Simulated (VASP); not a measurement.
# GaAs (F-43m) in VASP: a series of runs

Runs on GaAs. Level: PBE. Tasks: relaxation of cell and atoms.

Everything below comes from runs of VASP 6.6.1. Logs are shortened: lines on timing, memory, paths and dates and some standing lists are left out, and cuts for length are marked.

**1. The structure**

It takes space group F-43m (No. 216, cubic). The conventional cell has a = 5.654 Å, b = 5.654 Å, c = 5.654 Å, α = 90.00°, β = 90.00°, γ = 90.00°. Ga (site symmetry -43m) has 4 As at 2.45 Å as nearest neighbours. As (site symmetry -43m) is surrounded by 4 Ga at 2.45 Å.

**2. Relaxation of cell and atoms, PBE**

The input, INCAR:

```
SYSTEM = GaAs
ALGO     = Normal         ! electronic algorithm
EDIFF    = 1E-6           ! SCF threshold, eV
EDIFFG   = -0.01          ! ionic threshold
ENCUT    = 520            ! plane-wave cutoff, eV
GGA      = PE             ! functional
IBRION   = 2              ! ionic algorithm
ISIF     = 3              ! what is computed and relaxed
ISMEAR   = 0              ! smearing method
LASPH    = .True.         ! aspherical terms in the spheres
LCHARG   = .False.        ! write CHGCAR
LREAL    = .False.        ! projectors in reciprocal space
LWAVE    = .False.        ! write WAVECAR
NELM     = 120            ! most SCF steps
NSW      = 90             ! ionic steps
PREC     = Accurate       ! precision mode
SIGMA    = 0.1            ! smearing width, eV
```

The input, KPOINTS:

```
k-points
0
Gamma
  8 8 8
  0 0 0
```

The input, POSCAR:

```
GaAs
1.0
    0.0000000000      2.8268500000      2.8268500000
    2.8268500000      0.0000000000      2.8268500000
    2.8268500000      2.8268500000      0.0000000000
Ga As
1 1
Direct
    0.0000000000      0.0000000000      0.0000000000
    0.7500000000      0.7500000000      0.7500000000
```

Potentials or basis: VASP PAW PBE potentials, release 64 (Ga_d, As).

On the command line:

```sh
$ cat potpaw_PBE.64/Ga_d/POTCAR potpaw_PBE.64/As/POTCAR > POTCAR
$ mpirun -np 1 vasp_std > vasp.out
```

OUTCAR:

```text
SYSTEM = GaAs
   EDIFF = 1E-6
   EDIFFG = -0.01
   ENCUT = 520
   GGA = PE
   IBRION = 2
   ISIF = 3
   ISMEAR = 0
   LASPH = .True.
   LREAL = .False.
   NELM = 120
   NSW = 90
   PREC = Accurate

 ion  position               nearest neighbor table
   1  0.000  0.000  0.000-   2 2.45   2 2.45   2 2.45   2 2.45
   2  0.750  0.750  0.750-   1 2.45   1 2.45   1 2.45   1 2.45

  LATTYP: Found a face centered cubic cell.
 ALAT       =     5.6537000000

  Lattice vectors:

 A1 = (   0.0000000000,   2.8268500000,   2.8268500000)
 A2 = (   2.8268500000,   0.0000000000,   2.8268500000)
 A3 = (   2.8268500000,   2.8268500000,   0.0000000000)

Analysis of symmetry for initial positions (statically):
=====================================================================
 Subroutine PRICEL returns:
 Original cell was already a primitive cell.

 Routine SETGRP: Setting up the symmetry group for a
 face centered cubic supercell.

 Subroutine GETGRP returns: Found 24 space group operations
 (whereof 24 operations were pure point group operations)
 out of a pool of 48 trial point group operations.

The static configuration has the point symmetry T_d .

Analysis of symmetry for dynamics (positions and initial velocities):
=====================================================================
 Subroutine PRICEL returns:
 Original cell was already a primitive cell.

 Routine SETGRP: Setting up the symmetry group for a
 face centered cubic supercell.

 Subroutine GETGRP returns: Found 24 space group operations
 (whereof 24 operations were pure point group operations)
 out of a pool of 48 trial point group operations.

The dynamic configuration has the point symmetry T_d .

 Subroutine INISYM returns: Found 24 space group operations
 (whereof 24 operations are pure point group operations),
 and found     1 'primitive' translations

----------------------------------------------------------------------------------------

                                     Primitive cell

  volume of cell :      45.1792

  direct lattice vectors                    reciprocal lattice vectors
     0.000000000  2.826850000  2.826850000    -0.176875321  0.176875321  0.176875321
     2.826850000  0.000000000  2.826850000     0.176875321 -0.176875321  0.176875321
     2.826850000  2.826850000  0.000000000     0.176875321  0.176875321 -0.176875321

  length of vectors
     3.997769609  3.997769609  3.997769609     0.306357042  0.306357042  0.306357042

  position of ions in fractional coordinates (direct lattice)
     0.000000000  0.000000000  0.000000000
     0.750000000  0.750000000  0.750000000

  ion indices of the primitive-cell ions
   primitive index   ion index
                 1           1
                 2           2

----------------------------------------------------------------------------------------

 KPOINTS: k-points

Automatic generation of k-mesh.
 Grid dimensions read from file:
 generate k-points for:    8    8    8

 Generating k-lattice:

  Cartesian coordinates                     Fractional coordinates (reciprocal lattice)
    -0.022109415  0.022109415  0.022109415     0.125000000  0.000000000  0.000000000
     0.022109415 -0.022109415  0.022109415     0.000000000  0.125000000  0.000000000
     0.022109415  0.022109415 -0.022109415     0.000000000  0.000000000  0.125000000

  Length of vectors
     0.038294630  0.038294630  0.038294630

  Shift w.r.t. Gamma in fractional coordinates (k-lattice)
     0.000000000  0.000000000  0.000000000

 Subroutine IBZKPT returns following result:
 ===========================================

 Found     29 irreducible k-points:

 Following reciprocal coordinates:
            Coordinates               Weight
  0.000000  0.000000  0.000000      1.000000
  0.125000  0.000000  0.000000      8.000000
  0.250000  0.000000  0.000000      8.000000
  0.375000  0.000000  0.000000      8.000000
  0.500000  0.000000  0.000000      4.000000
  0.125000  0.125000  0.000000      6.000000
[... 16 lines left out ...]
  0.500000  0.250000  0.125000     48.000000
 -0.375000  0.250000  0.125000     24.000000
 [... further k-points ...]
   k-points           NKPTS =     29   k-points in BZ     NKDIM =     29   number of bands    NBANDS=     13
   number of dos      NEDOS =    301   number of ions     NIONS =      2
   total plane-waves  NPLWV =  27000
   dimension x,y,z NGX =    30 NGY =   30 NGZ =   30
   dimension x,y,z NGXF=    60 NGYF=   60 NGZF=   60
   ions per type =               1   1
   NGX,Y,Z   is equivalent  to a cutoff of  12.48, 12.48, 12.48 a.u.
   NGXF,Y,Z  is equivalent  to a cutoff of  24.95, 24.95, 24.95 a.u.
 SYSTEM =  GaAs
   PREC   = accura    normal or accurate (medium, high low for compatibility)
   ISTART =      0    job   : 0-new  1-cont  2-samecut
   ICHARG =      2    charge: 1-file 2-atom 10-const
   ISPIN  =      1    spin polarized calculation?
   LNONCOLLINEAR =      F non collinear calculations
   LSORBIT =      F    spin-orbit coupling
   LASPH  =      T    aspherical Exc in radial PAW
   ENCUT  =  520.0 eV  38.22 Ry    6.18 a.u.   7.43  7.43  7.43*2*pi/ulx,y,z
   NELM   =    120;   NELMIN=  2; NELMDL= -5     # of ELM steps
   EDIFF  = 0.1E-05   stopping-criterion for ELM
   LREAL  =      F    real-space projection
   EDIFFG = -.1E-01   stopping-criterion for IOM
   NSW    =     90    number of steps for IOM
   IBRION =      2    ionic relax: 0-MD 1-quasi-New 2-CG
   NFREE  =      1    steps in history (QN), initial steepest desc. (CG)
   ISIF   =      3    stress and relaxation
   ISYM   =      2    0-nonsym 1-usesym 2-fastsym
   POTIM  = 0.5000    time-step for ionic-motion
   TEBEG  =    0.0;   TEEND  =   0.0 temperature during run
   PSTRESS=    0.0 pullay stress
   NELECT =      18.0000    total number of electrons
   NUPDOWN=      -1.0000    fix difference up-down
   EMIN   =  10.00;   EMAX   =-10.00  energy-range for DOS
   EFERMI =   0.00;   METHOD = LEGACY
   ISMEAR =     0;   SIGMA  =   0.10  broadening in eV -4-tet -1-fermi 0-gaus
   EFERMI_NEDOS =   21; number of points for ismear=-14 and -15
   IALGO  =     38    algorithm
   IMIX   =      4    mixing-type and parameters
     AMIX     =   0.40;   BMIX     =  1.00
     AMIX_MAG =   1.60;   BMIX_MAG =  1.00
  volume/ion in A,a.u.               =      22.59       152.44
  Fermi-wavevector in a.u.,A,eV,Ry     =   1.204628  2.276417 19.743799  1.451128
  Thomas-Fermi vector in A             =   2.340347
   LORBIT       =      0    0 simple, 1 ext, 2 COOP (PROOUT), +10 PAW based schemes
   GGA     = PE    functional components
   LHFCALC =     F    Hartree Fock is set to
   AEXX    =    0.0000 exact exchange contribution
   IVDW    =     0    specifies the selected vdW correction
   LEPSILON=     F    determine dielectric tensor
   LRPA    =     F    only Hartree local field effects (RPA)
 conjugate gradient relaxation of ions
 non-spin polarized calculation
 Gauss-broadening in eV      SIGMA  =   0.10
  energy-cutoff  :      520.00
  volume of cell :       45.18
 maximum number of plane-waves:      1243
 NGX is ok and might be reduce to    30
   NGX = 15   NGY = 15   NGZ = 15

--------------------------------------- Ionic step        1  -------------------------------------------

 number of electron      17.9999995 magnetization

 Free energy of the ion-electron system (eV)
  ---------------------------------------------------
  ext. energy  EPLUGINS =         0.00000000
  ---------------------------------------------------
  free energy    TOTEN  =        -8.24710834 eV

  energy without entropy =       -8.24710790  energy(sigma->0) =       -8.24710812

------------------------ aborting loop because EDIFF is reached ----------------------------------------

  FORCE on cell =-STRESS in cart. coord.  units (eV):
  Direction    XX          YY          ZZ          XY          YZ          ZX
  --------------------------------------------------------------------------------------
  -------------------------------------------------------------------------------------
  Total        0.9714861      0.9714861      0.9714861     -0.0000000      0.0000000     -0.0000000
  in kB       34.4515595     34.4515595     34.4515595     -0.0000000      0.0000000     -0.0000000
  external PRESSURE =      34.4515595 kB  Pullay stress =       0.0000000 kB
[... 57 lines left out ...]
  energy  without entropy=       -8.2679308460  energy(sigma->0) =       -8.26810687

--------------------------------------- Ionic step        3  -------------------------------------------

 number of electron      17.9999989 magnetization

 Free energy of the ion-electron system (eV)
  ---------------------------------------------------
  ext. energy  EPLUGINS =         0.00000000
  ---------------------------------------------------
  free energy    TOTEN  =        -8.27125460 eV

  energy without entropy =       -8.27103567  energy(sigma->0) =       -8.27114514

 E-fermi :   3.5634     XC(G=0):  -9.3594

 val. band max:        3.4667243583   @ k =   0.0000   0.0000   0.0000
 cond. band min:       3.6095396186   @ k =   0.0000   0.0000   0.0000
 fundamental gap:      0.1428152603
 Fermi energy:         3.5634337389

 k-point     1 :       0.0000    0.0000    0.0000
  band No.  band energies     occupation
      1     -11.2574      2.00000
      2     -11.2574      2.00000
      3     -11.2574      2.00000
      4     -11.1900      2.00000
      5     -11.1900      2.00000
      6      -8.9044      2.00000
      7       3.4667      1.82859
      8       3.4667      1.82859
      9       3.4667      1.82859
     10       3.6095      0.51438
     11       7.1805      0.00000
     12       7.1805      0.00000
     13       7.1805      0.00000
[... 353 lines left out ...]
 k-point    24 :      -0.3750    0.2500    0.1250
  band No.  band energies     occupation
      1     -11.3292      2.00000
      2     -11.2365      2.00000
      3     -11.2302      2.00000
      4     -11.1934      2.00000
      5     -11.1869      2.00000
      6      -6.9794      2.00000
      7      -2.7908      2.00000
      8       0.4289      2.00000
      9       1.6629      2.00000
     10       6.3322      0.00000
     11       7.6396      0.00000
     12       9.6352      0.00000
     13      10.9248      0.00000

 [... further k-points ...]

------------------------ aborting loop because EDIFF is reached ----------------------------------------

  FORCE on cell =-STRESS in cart. coord.  units (eV):
  Direction    XX          YY          ZZ          XY          YZ          ZX
  --------------------------------------------------------------------------------------
  -------------------------------------------------------------------------------------
  Total       -0.0178670     -0.0178670     -0.0178670      0.0000000      0.0000000      0.0000000
  in kB       -0.6021005     -0.6021005     -0.6021005      0.0000000      0.0000000      0.0000000
  external PRESSURE =      -0.6021005 kB  Pullay stress =       0.0000000 kB
[... 17 lines left out ...]
  FREE ENERGIE OF THE ION-ELECTRON SYSTEM (eV)
  ---------------------------------------------------
  free  energy   TOTEN  =        -8.2712546022 eV

  energy  without entropy=       -8.2710356730  energy(sigma->0) =       -8.27114514

 reached required accuracy - stopping structural energy minimisation
```

Run time: 18 s. Hardware: 1 thread of Intel Xeon 6975P-C (Granite Rapids), shared host; peak memory 0.18 GiB.

What came out:

| Property | Result |
| --- | --- |
| Free energy | -8.2713 eV |
| Relaxed volume | 23.77 Å³/atom |
| Relaxed cell | a = 4.066 Å, b = 4.066 Å, c = 4.066 Å, α = 60.00°, β = 60.00°, γ = 60.00° |
| Space group after relaxing (to 0.05 Å) | F-43m (No. 216) |
| Energy gained by relaxing | 12.1 meV/atom |
| Ionic steps | 3 |
| Pressure after relaxing | -0.1 GPa |
| Band gap on the k mesh | 0.14 eV, direct |

Step by step:
```csv
step,energy change (eV),largest force (eV/Å),pressure (GPa),volume (Å³)
1,0.0000,0.0000,3.45,45.18
2,-0.0212,0.0000,-1.00,48.43
3,-0.0241,0.0000,-0.06,47.54
```

Final structure:
```xyz
2
Lattice="0.0000 2.8753 2.8753 2.8753 0.0000 2.8753 2.8753 2.8753 0.0000" Properties=species:S:1:pos:R:3 pbc="T T T"
Ga    0.0000    0.0000    0.0000
As    4.3130    4.3130    4.3130
```

Levels at points of the mesh, in eV from the valence-band top:
```
           k point  band 5  band 6  band 7  band 8  band 9  band 10  band 11  band 12  band 13
(0.00, 0.00, 0.00)  -14.66  -12.37    0.00    0.00    0.00     0.14     3.71     3.71     3.71
(0.50, 0.00, 0.00)  -14.65  -10.76   -6.37   -1.07   -1.07     0.86     4.61     4.61     7.70
(0.50, 0.50, 0.00)  -14.65  -10.09   -6.59   -2.50   -2.50     1.56     1.68     9.76     9.76
```

As with any semilocal functional, this PBE gap is likely too small. PBE usually gives volumes a little too large and moduli too small.

**3. Relaxation of cell and atoms, PBE**

This run uses another cell than the first one, of 23.77 Å³/atom, 1.052 times its volume.

INCAR, as its differences from that of step 2:

```diff
@@ -2,4 +2,4 @@
 ALGO     = Normal         ! electronic algorithm
-EDIFF    = 1E-6           ! SCF threshold, eV
-EDIFFG   = -0.01          ! ionic threshold
+EDIFF    = 1E-7           ! SCF threshold, eV
+EDIFFG   = -0.005         ! ionic threshold
 ENCUT    = 520            ! plane-wave cutoff, eV
@@ -14,3 +14,4 @@
 NELM     = 120            ! most SCF steps
-NSW      = 90             ! ionic steps
+NSW      = 60             ! ionic steps
+POTIM    = 0.3            ! step
 PREC     = Accurate       ! precision mode
```

KPOINTS is that of step 2.

The input, POSCAR:

```
GaAs                                    
1.0
   -0.0000000000      2.8753328263      2.8753328263
    2.8753328263      0.0000000000      2.8753328263
    2.8753328263      2.8753328263      0.0000000000
  Ga              As            
     1     1
Direct
     0.0000000000000000    0.0000000000000000    0.0000000000000000
     0.7500000000000000    0.7500000000000000    0.7500000000000000
```

Potentials or basis: VASP PAW PBE potentials, release 64 (Ga_d, As).

On the command line:

```sh
$ cat potpaw_PBE.64/Ga_d/POTCAR potpaw_PBE.64/As/POTCAR > POTCAR
$ mpirun -np 1 vasp_std > vasp.out
```

OUTCAR:

```text
SYSTEM = GaAs
   EDIFF = 1E-7
   EDIFFG = -0.005
   ENCUT = 520
   GGA = PE
   IBRION = 2
   ISIF = 3
   ISMEAR = 0
   LASPH = .True.
   LREAL = .False.
   NELM = 120
   NSW = 60
   POTIM = 0.3
   PREC = Accurate

 ion  position               nearest neighbor table
   1  0.000  0.000  0.000-   2 2.49   2 2.49   2 2.49   2 2.49
   2  0.750  0.750  0.750-   1 2.49   1 2.49   1 2.49   1 2.49

  LATTYP: Found a face centered cubic cell.
 ALAT       =     5.7506656526
[... 577 lines left out ...]

  FORCE on cell =-STRESS in cart. coord.  units (eV):
  Direction    XX          YY          ZZ          XY          YZ          ZX
  --------------------------------------------------------------------------------------
  -------------------------------------------------------------------------------------
  Total       -0.0001135     -0.0001135     -0.0001135      0.0000000      0.0000000     -0.0000000
  in kB       -0.0038250     -0.0038250     -0.0038250      0.0000000      0.0000000     -0.0000000
  external PRESSURE =      -0.0038250 kB  Pullay stress =       0.0000000 kB

 VOLUME and BASIS-vectors are now :
 -----------------------------------------------------------------------------
  energy-cutoff  :      520.00
  volume of cell :       47.54
      direct lattice vectors                 reciprocal lattice vectors
     0.000000000  2.875332826  2.875332826    -0.173892913  0.173892913  0.173892913
     2.875332826  0.000000000  2.875332826     0.173892913 -0.173892913  0.173892913
     2.875332826  2.875332826  0.000000000     0.173892913  0.173892913 -0.173892913

 POSITION                                       TOTAL-FORCE (eV/Angst)
 -----------------------------------------------------------------------------------
      0.00000      0.00000      0.00000        -0.000000      0.000000      0.000000
      4.31300      4.31300      4.31300         0.000000     -0.000000     -0.000000
 -----------------------------------------------------------------------------------
    total drift:                               -0.000002     -0.000002     -0.000002

  FREE ENERGIE OF THE ION-ELECTRON SYSTEM (eV)
  ---------------------------------------------------
  free  energy   TOTEN  =        -8.2713539727 eV

  energy  without entropy=       -8.2711347369  energy(sigma->0) =       -8.27124435

 reached required accuracy - stopping structural energy minimisation
```

OSZICAR:

```text
N       E                     dE             d eps       ncg     rms          rms(c)
DAV:   1     0.816416805371E+02    0.81642E+02   -0.93132E+03   754   0.189E+03
DAV:   2    -0.213664812366E+01   -0.83778E+02   -0.81110E+02   824   0.323E+02
DAV:   3    -0.831332397337E+01   -0.61767E+01   -0.61452E+01   929   0.743E+01
DAV:   4    -0.841985951586E+01   -0.10654E+00   -0.10645E+00   859   0.110E+01
DAV:   5    -0.842170854484E+01   -0.18490E-02   -0.18490E-02   919   0.123E+00    0.275E+00
DAV:   6    -0.828670013880E+01    0.13501E+00   -0.25687E-01  1176   0.926E+00    0.165E+00
DAV:   7    -0.826995269787E+01    0.16747E-01   -0.67231E-02   973   0.200E+00    0.554E-01
DAV:   8    -0.827082064828E+01   -0.86795E-03   -0.10027E-02   864   0.138E+00    0.932E-02
DAV:   9    -0.827123275180E+01   -0.41210E-03   -0.10778E-03   908   0.474E-01    0.564E-02
DAV:  10    -0.827129658546E+01   -0.63834E-04   -0.76389E-05   975   0.925E-02    0.304E-02
DAV:  11    -0.827135312229E+01   -0.56537E-04   -0.89296E-05   799   0.766E-02    0.421E-03
DAV:  12    -0.827135351382E+01   -0.39154E-06   -0.14247E-06   927   0.173E-02    0.169E-03
DAV:  13    -0.827135399395E+01   -0.48012E-06   -0.62678E-07   844   0.668E-03    0.592E-04
DAV:  14    -0.827135397271E+01    0.21233E-07   -0.18650E-08   552   0.183E-03
   1 F= -.82713540E+01 E0= -.82712444E+01  d E =-.827135E+01
```

Run time: 9 s. Hardware: 1 thread of Intel Xeon 6975P-C (Granite Rapids), shared host; peak memory 0.17 GiB.

What came out:

```yaml
Free_energy: -8.2714 eV
Pressure_after_relaxing: 0.0 GPa
Band_gap_on_the_k_mesh: 0.14 eV, direct
```

Final structure:
```xyz
2
Lattice="0.0000 2.8753 2.8753 2.8753 0.0000 2.8753 2.8753 2.8753 0.0000" Properties=species:S:1:pos:R:3 pbc="T T T"
Ga    0.0000    0.0000    0.0000
As    4.3130    4.3130    4.3130
```

Caveat: the relaxation stopped at its first step, so nothing moved.
